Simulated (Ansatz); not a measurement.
# CuO (Cc) in Ansatz: further runs, part 2 of 2

Ansatz 0.2.0. The steps go on from the part before.

**3. Relaxation of cell and atoms, PBE+U**

input.yaml

```yaml
crystal:
  lattice:
    - [2.34464976, -1.71339982, 0.0]
    - [2.34464976, 1.71339982, 0.0]
    - [-0.86054991, 0.0, 5.05943948]
  atoms:
    - { symbol: Cu, position: [0.0032, 0.4968, 0.0] }
    - { symbol: Cu, position: [0.4968, 0.0032, 0.5] }
    - { symbol: O, position: [0.5714, 0.4056, 0.2537] }
    - { symbol: O, position: [0.4056, 0.5714, 0.7537] }
hamiltonian:
  xc: pbe
  pseudopotentials: { kind: paw }
  hubbard: { sites: [{ species: Cu, l: d, u_eff: 5.3 }] }
kpoints:
  mp_grid: { grid: [10, 10, 5] }
scf:
  occupations: { method: fermi_dirac, width: 0.05 }
output:
  forces: true
  stress: true
  eigenvalues: true
relax:
  f_tol: 0.01
  max_steps: 40
  cell: { stress_tol: 0.05 }
```

Potentials or basis: Ansatz PAW.

On the command line:

```bash
> ansatz run input.yaml --threads 2 --pin off --max-ram 5632MiB --backend cpu --events-out ev --progress --plain --runs-dir out
```

Standard output:

```text
Warning: RAYON_NUM_THREADS=2 ignored (pool sized by the plan → 2); use --threads N
Cu: projections on atomic orbitals take those of the free atom [Ne] 3s2 3p6 3d10 4s1, of charge +0.00 (hamiltonian.pseudopotentials.projection_atoms); the dataset's partial waves leave at most 2.0e-6 of an orbital's norm unspanned inside its sphere
O: projections on atomic orbitals take those of the free atom [He] 2s2 2p4, of charge +0.00 (hamiltonian.pseudopotentials.projection_atoms); the dataset's partial waves leave at most 1.9e-8 of an orbital's norm unspanned inside its sphere
Engine: ansatz 0.2.0, aarch64-unknown-linux-gnu
Pseudopotentials: kind: paw
Pseudopotential: Cu, paw, valence charge 19, recommended cutoff 420 eV (normal), Cu.paw.azcp
Pseudopotential: O, paw, valence charge 6, recommended cutoff 420 eV (normal), O.paw.azcp
Functional definition: PBE
  parameter kappa = 0.804
  parameter beta = 0.06672455060314922
  exchange = pbe_x(kappa = kappa, mu = beta*pi^2/3)
  correlation = pbe_c(beta = beta)
Crystal: 4 atoms, lattice volume = 40.651 Å³
Basis set: ecut = 420 eV, 789 PW (Γ), exchange–correlation on 40×40×72 points (8 copies of the dense FFT grid, shifted against one another)
Bands: 30, of which v1, the nominal top of the filled ones, is band 25 counted from 1 (24 counted from 0)
Symmetry: 2 space group operations
Space group: Cc (ITA 9), of the structure as read, at distance tolerance 3.4e-5 Å
k-points: 141 of 500 (time reversal used)
Non-local potential: Cu, projectors of the file, l = 0: 3, l = 1: 2, l = 2: 3, l = 3: 1
Non-local potential: O, projectors of the file, l = 0: 2, l = 1: 2, l = 2: 1
PAW form: soft (Blöchl's): semilocal exchange-correlation on the pseudo side does not see the compensation charge
PAW one-centre angular grid: Cu, 590 points (default); XC on 64 Gauss nodes
PAW one-centre angular grid: O, 110 points (default); XC on 64 Gauss nodes
Initial density: superposition of atomic densities (chi_scale 0.1, normalization cell, long waves of neutral atoms under a Hubbard term (reshape's long-wave potential 0.00 eV rms, cloud 1.98 Å wide))
Initial wavefunctions: pseudopotential atomic-orbital guess
Functional: x = pbe(κ = 0.804, μ = 0.2195149727645171), c = pbe(β = 0.06672455060314922)
SCF iter   1: F=—  HF=-14379.842698 eV  |F-HF|=—  |Δ(HF+E_count)|=         —  Δρ=8.43e-2  dr2=1.95e0  ethr=3.10e-3  ⟨swp⟩=5.0  Hψ=14412  notcnv=0
preconditioner: auto → Kerker (q_TF=auto, 2.824 Å⁻¹)  [metal: Δε(μ)=0.006 eV  Ē_g=12.640 eV  σ=0.050 eV  W_gap=0.03  n_scr=20 (ndim 8)  ℏωp=34.0 eV  f_vac=0.000  D(μ)=1.88/eV (n_scr^D=20)]
SCF iter   2: F=—  HF=-14379.900198 eV  |F-HF|=—  |Δ(HF+E_count)|=   5.75e-2  Δρ=6.69e-2  dr2=8.03e-1  ethr=3.10e-3  ⟨swp⟩=2.2  Hψ=7982  notcnv=0
SCF iter   3: F=—  HF=-14379.859538 eV  |F-HF|=—  |Δ(HF+E_count)|=   4.07e-2  Δρ=2.30e-2  dr2=5.25e-2  ethr=1.61e-3  ⟨swp⟩=2.0  Hψ=7898  notcnv=0
SCF iter   4: F=—  HF=-14380.015303 eV  |F-HF|=—  |Δ(HF+E_count)|=   1.56e-1  Δρ=2.06e-2  dr2=7.74e-2  ethr=1.05e-4  ⟨swp⟩=2.0  Hψ=7070  notcnv=0
SCF iter   5: F=—  HF=-14380.027615 eV  |F-HF|=—  |Δ(HF+E_count)|=   1.23e-2  Δρ=2.45e-3  dr2=2.23e-3  ethr=1.05e-4  ⟨swp⟩=2.0  Hψ=7553  notcnv=0
SCF iter   6: F=—  HF=-14380.028184 eV  |F-HF|=—  |Δ(HF+E_count)|=   5.69e-4  Δρ=1.28e-3  dr2=2.75e-4  ethr=4.47e-6  ⟨swp⟩=2.0  Hψ=7052  notcnv=0
SCF iter   7: F=—  HF=-14380.028436 eV  |F-HF|=—  |Δ(HF+E_count)|=   2.52e-4  Δρ=2.66e-4  dr2=2.59e-5  ethr=5.50e-7  ⟨swp⟩=2.0  Hψ=6307  notcnv=0
SCF iter   8: F=—  HF=-14380.028458 eV  |F-HF|=—  |Δ(HF+E_count)|=   2.21e-5  Δρ=8.00e-5  dr2=2.55e-6  ethr=5.17e-8  ⟨swp⟩=2.1  Hψ=6290  notcnv=0
SCF iter   9: F=—  HF=-14380.028460 eV  |F-HF|=—  |Δ(HF+E_count)|=   1.70e-6  Δρ=2.61e-5  dr2=2.48e-7  ethr=5.09e-9  ⟨swp⟩=2.0  Hψ=6391  notcnv=0
SCF iter  10: F=-14380.028460 eV  HF=-14380.028460 eV  |F-HF|=1.91e-10  |Δ(HF+E_count)|=   2.50e-8  Δρ=4.38e-6  dr2=7.37e-9  ethr=2.00e-10  ⟨swp⟩=4.0  Hψ=14410  notcnv=0
SCF 1 converged in 10 iterations: F = -14380.028460 eV  dr2 = 7.37e-9
relax step   1: F+E_penalty+E_count = -14380.02845961 eV  Δ(F+E_penalty+E_count) = +0.000e0 eV  max|allowed force component| = 6.897e-1 eV/Å  Δτ_max = 0.0000 Å  P = +8.312 GPa  Ω = 40.651 Å³  (10 SCF iters, dr2 threshold 1.00e-7 eV, accepted)
Crystal: 4 atoms, lattice volume = 42.136 Å³
[... 252 lines left out ...]
SCF iter   7: F=-14380.247649 eV  HF=-14380.247649 eV  |F-HF|=1.82e-12  |Δ(HF+E_count)|=  4.37e-11  Δρ=2.36e-7  dr2=1.18e-11  ethr=1.00e-12  ⟨swp⟩=4.0  Hψ=14804  notcnv=0
SCF 21 converged in 7 iterations: F = -14380.247649 eV  dr2 = 1.18e-11
relax step  21: F+E_penalty+E_count = -14380.24764867 eV  Δ(F+E_penalty+E_count) = -2.227e-4 eV  max|allowed force component| = 6.416e-5 eV/Å  Δτ_max = 0.0000 Å  P = +0.001 GPa  Ω = 45.729 Å³  stress off target by 4.60e-2 GPa  SCF on the basis re-selected at this cell (its energy is not comparable with the rows above)  (7 SCF iters)
basis re-selected at this cell: Δ(F+E_penalty+E_count) = -2.227e-4 eV, ΔP = +0.002 GPa vs the last step (what re-selecting the basis moved, of the pressure what is left beyond the Pulay correction that the steps carried, after the strain that the cell walked since its last selection, with what the two solves' SCF thresholds leave and, on support functions, any second-order correction that the steps lacked; it is no measure of the basis error at this ecutwfc). This SCF's stress stands 4.60e-2 GPa from its target on what of the cell is left free (relax.cell.stress_tol is 5.00e-2 GPa) and its largest allowed force component is 6.42e-5 eV/Å (relax.f_tol is 1.00e-2 eV/Å): within both
SCF converged after 7 iterations
Free energy (F): -14380.247649 eV
Harris-Foulkes:  -14380.247649 eV  (|F-HF|=1.82e-12)
Internal energy: -14380.228055 eV  (E = F + TS)
E sigma→0 (E₀):  -14380.237852 eV
Entropy (-TS):   -0.019594 eV (-4.898 meV/atom)
Fermi energy:    9.702820 eV
--- Per-component energies (eV) ---
  E_band       = -977.456727
  E_kinetic    = 941.944766
  E_local      = -10300.721159  (includes V_loc(G=0)·N_el)
  E_nonlocal   = 887.315220
  E_hartree    = 4469.548466
  E_xc         = -322.122403
  E_vxc        = -413.338870  (∫ρ·V_xc dr)
  E_hubbard    = 2.098816  (on-site DFT+U / exact-exchange correction)
  E_vhub       = -46.284892  (the Hubbard potential's part of the band-sum identity)
  E_paw        = -3647.451091  (= ΣΔE_a)
  E_vpaw       = -985.474309  (= ΣTr[D̂ρ^β])
  E_aug_tail   = 0.005548  (compensation charges beyond the density's cutoff)
  E_ewald      = -6410.846218
  E_smearing   = -0.019594  (= −TS)
  E_closure    = -0.000000  (closes the sum)
  Σ components = -14380.247649   (vs F -14380.247649, Δ=0.00e0)
--- Forces (eV/Å), atoms counted from 1 ---
  atom   1  Cu     0.00006409     0.00004409    -0.00000660
  atom   2  Cu     0.00006409    -0.00004409    -0.00000660
  atom   3  O     -0.00006424     0.00006399     0.00000644
  atom   4  O     -0.00006424    -0.00006399     0.00000644
  max |Σ_I F_I| component: 3.14e-7 eV/Å
--- Stress (GPa, compression-positive) ---
       -0.041888      -0.000000       0.002514
       -0.000000       0.046041      -0.000000
        0.002514      -0.000000      -0.000321
  P = ⅓ Tr σ = 0.0013 GPa (0.013 kbar)
--- Band table (eV; the first three rows and the last of 141) ---
  k-point 0: bands = ["-101.6787", "-101.6779", "-59.1690", "-59.1690", "-59.1618", "-59.1567", "-58.8700", "-58.8700", "-9.5112", "-8.2123", "1.7933", "4.1827", "4.1997", "4.9455", "5.1371", "5.4152", "5.9427", "6.0363", "6.0660", "6.0763", "6.7651", "6.7664", "7.0301", "7.7687", "10.4069", "10.4290", "11.3860", "16.3084", "17.3871", "23.3562"]
  k-point 1: bands = ["-101.6785", "-101.6780", "-59.1691", "-59.1690", "-59.1613", "-59.1573", "-58.8700", "-58.8700", "-9.4061", "-8.3611", "2.1398", "4.2364", "4.2512", "4.8388", "5.1656", "5.3198", "5.7043", "5.7073", "5.9515", "6.0273", "6.9595", "7.1996", "7.2064", "7.3458", "10.2518", "10.2714", "11.9229", "15.2840", "18.7247", "23.4865"]
  k-point 2: bands = ["-101.6783", "-101.6780", "-59.1691", "-59.1690", "-59.1601", "-59.1585", "-58.8700", "-58.8700", "-9.1158", "-8.7200", "3.0481", "4.1493", "4.3526", "4.3595", "5.2229", "5.2563", "5.3225", "5.3232", "5.9749", "6.0038", "6.8288", "6.8738", "7.7220", "7.7272", "9.9560", "9.9654", "12.9645", "14.0853", "20.7386", "22.7823"]
  k-point 140: bands = ["-101.6772", "-101.6772", "-59.1791", "-59.1784", "-59.1575", "-59.1575", "-58.8780", "-58.8775", "-8.3280", "-8.2280", "3.5225", "3.5420", "4.2110", "4.2266", "4.6030", "4.6192", "5.2734", "5.5338", "6.0220", "6.0230", "7.1301", "7.1428", "7.5589", "7.5734", "8.7099", "9.6342", "13.7787", "15.0860", "20.3629", "20.4185"]
Occupation matrices written to <dir>
--- Relaxed structure (16 steps of the walk, 16 accepted, 5 SCFs on fresh bases) ---
  F+E_penalty+E_count = -14380.24764867 eV   max|allowed force component| = 6.416e-5 eV/Å   (the final SCF, on the basis selected at the relaxed cell)
  cell:  # Å, volume = 45.7292 Å³
    - [2.104329966287884, -2.092192396208297, 0.16654250209345434]
    - [2.104329966287884, 2.092192396208297, 0.16654250209345434]
    - [-0.41296967650713684, 0.0, 5.160669892661365]
  atoms:
    - { symbol: Cu, position: [-0.005748728179519828, 0.4942454369967789, 0.0018500978447317205] }
    - { symbol: Cu, position: [0.49424543699677886, -0.005748728179519873, 0.5018500978447317] }
    - { symbol: O, position: [0.49449225343850167, 0.4940110377442396, 0.25184990215526815] }
    - { symbol: O, position: [0.4940110377442393, 0.4944922534385014, 0.7518499021552683] }
```

occupation_matrices:

```text
# The occupation matrices of the corrected shells as a run of Ansatz 0.0.0 ended. An entry of
# hamiltonian.hubbard.sites starts from them by `starting_ns: <path of this file>`, where that key's refused
# combinations let it.
# Free energy -14380.247649 eV.
# projection_atom_Cu: [Ne] 3s2 3p6 3d10 4s1
[... 26 lines left out ...]
  site1_d:
    matrix:
      - [0.9925229238281545, 0.012932441478260132, 0.013627581817096241, 0.00100515818922063, -0.00623511079812805]
      - [0.012932441478260132, 0.900663197989912, -0.09435198370098352, -0.007537667766935363, -0.00847934583649818]
      - [0.013627581817096241, -0.09435198370098352, 0.9004574966317405, -0.007652236398872851, -0.005991718114903766]
      - [0.00100515818922063, -0.007537667766935363, -0.007652236398872851, 0.992825208757362, -0.0007463713867426198]
      - [-0.00623511079812805, -0.00847934583649818, -0.005991718114903766, -0.0007463713867426198, 0.9760335913242855]
```

It took 3.9 min on 2 threads of Arm Neoverse V1, shared host; peak memory 0.52 GiB.

Results:

| Quantity | Value |
| --- | --- |
| Free energy | -14380.2476 eV |
| Relaxed volume | 11.43 Å³/atom |
| Relaxed cell | a = 2.972 Å, b = 2.972 Å, c = 5.177 Å, α = 90.04°, β = 90.04°, γ = 89.49° |
| Space group after relaxing (to 0.05 Å) | Cccm (No. 66) |
| Energy gained by relaxing | 54.8 meV/atom |
| Ionic steps | 21 |
| Pressure after relaxing | 0.0 GPa |
| Band gap on the k mesh | none (metal or under the smearing width) |

Step by step:
| step | energy change (eV) | largest force (eV/Å) | volume (Å³) |
| --- | --- | --- | --- |
| 1 | 0.0000 | 0.8375 | 40.65 |
| 2 | -0.0737 | 0.6024 | 42.14 |
| 3 | -0.1255 | 0.1440 | 43.29 |
| 4 | -0.1369 | 0.0005 | 44.25 |
| 5 | -0.1375 | 0.0012 | 44.16 |
| 6 | -0.1766 | 0.0025 | 44.16 |
| 7 | -0.1936 | 0.0087 | 45.03 |
| 8 | -0.1930 | 0.0161 | 45.43 |
| 9 | -0.1949 | 0.0006 | 45.33 |
| 10 | -0.1948 | 0.0015 | 45.34 |
| 11 | -0.2092 | 0.0031 | 45.34 |
| 12 | -0.2129 | 0.0405 | 45.57 |
| 13 | -0.2138 | 0.0008 | 45.62 |
| 14 | -0.2138 | 0.0009 | 45.66 |
| 15 | -0.2173 | 0.0014 | 45.66 |
| 16 | -0.2182 | 0.0005 | 45.71 |
| 17 | -0.2182 | 0.0015 | 45.71 |
| 18 | -0.2188 | 0.0017 | 45.71 |
| 19 | -0.2188 | 0.0072 | 45.76 |
| 20 | -0.2190 | 0.0002 | 45.73 |
| 21 | -0.2192 | 0.0001 | 45.73 |

Final structure:
```cif
data_structure
_symmetry_space_group_name_H-M 'P 1'
_symmetry_Int_Tables_number 1
_cell_length_a 2.9721
_cell_length_b 2.9721
_cell_length_c 5.1772
_cell_angle_alpha 90.036
_cell_angle_beta 90.036
_cell_angle_gamma 89.490
_cell_volume 45.73
loop_
_atom_site_label
_atom_site_type_symbol
_atom_site_fract_x
_atom_site_fract_y
_atom_site_fract_z
_atom_site_occupancy
Cu1 Cu 0.99425 0.49425 0.00185 1
Cu2 Cu 0.49425 0.99425 0.50185 1
O1 O 0.49449 0.49401 0.25185 1
O2 O 0.49401 0.49449 0.75185 1
```

Levels at points of the mesh, in eV from the Fermi level:
```csv
k point,band 22,band 23,band 24,band 25,band 26,band 27,band 28,band 29
"(0.00, 0.00, 0.00)",-2.94,-2.67,-1.93,0.70,0.73,1.68,6.61,7.68
"(0.00, -0.50, 0.00)",-2.53,-2.45,-1.78,0.31,0.56,4.42,6.25,6.86
"(-0.50, -0.50, 0.00)",-3.67,-1.90,-1.88,-1.86,1.21,2.84,7.83,10.22
```

Eigenvalues of the final occupation matrices:
| site | spin | trace | eigenvalues |
| --- | --- | --- | --- |
| site 1 | 1 | 4.76 | 0.80 0.97 0.99 1.00 1.00 |
| site 2 | 1 | 4.76 | 0.80 0.97 0.99 1.00 1.00 |

Caveat: the plane-wave basis is chosen anew once the cell has moved, so the energies of steps on either side of that aren't comparable; the pressure holds a Pulay correction of +0.6 GPa for the finite cutoff; the volume moved by +12 % from the deposited cell, more than functionals usually miss; the run has no spin polarisation, though such a crystal can be magnetic; U without spin polarisation on a metal has little footing.
